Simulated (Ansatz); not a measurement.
Space group Pm-3m (No. 221). a = 3.537 Å, b = 3.537 Å, c = 3.537 Å, α = 90.00°, β = 90.00°, γ = 90.00°
```json
{"atom": "Fe", "site": "1a", "symmetry": "m-3m", "x": "0.0000", "y": "0.0000", "z": "0.0000"}
{"atom": "Co", "site": "3c", "symmetry": "4/mm.m", "x": "0.5000", "y": "0.5000", "z": "0.0000"}
```

Equation of state of this FeCo3 structure (not necessarily the ground state), with shape and atoms relaxed at each volume where symmetry leaves them free. It has no gap at any of these volumes. Method: Ansatz 0.2.0, DFT r2SCAN, scalar-relativistic, plane waves, PAW.

Plane waves to 500 eV, a k mesh through Γ of 12×12×12 on the computed 4-atom cell and Gaussian smearing (0.10 eV); collinear spin.

```json
{"V (Å³/atom)": "10.399", "E − E(largest V) (meV/atom)": "4.50", "P (GPa)": "13.94"}
{"V (Å³/atom)": "10.731", "E − E(largest V) (meV/atom)": "-16.12", "P (GPa)": "6.43"}
{"V (Å³/atom)": "11.063", "E − E(largest V) (meV/atom)": "-22.90", "P (GPa)": "0.00"}
{"V (Å³/atom)": "11.395", "E − E(largest V) (meV/atom)": "-16.89", "P (GPa)": "-5.69"}
{"V (Å³/atom)": "11.727", "E − E(largest V) (meV/atom)": "0.00", "P (GPa)": "-10.49"}
```

**Question.** Fit a third-order Birch–Murnaghan equation to E(V).

**Answer.** V0 = 11.07 Å³/atom, B0 = 201 GPa, B0' = 2.9.

The state reached may not be the lowest one. Only parallel moments were tried here.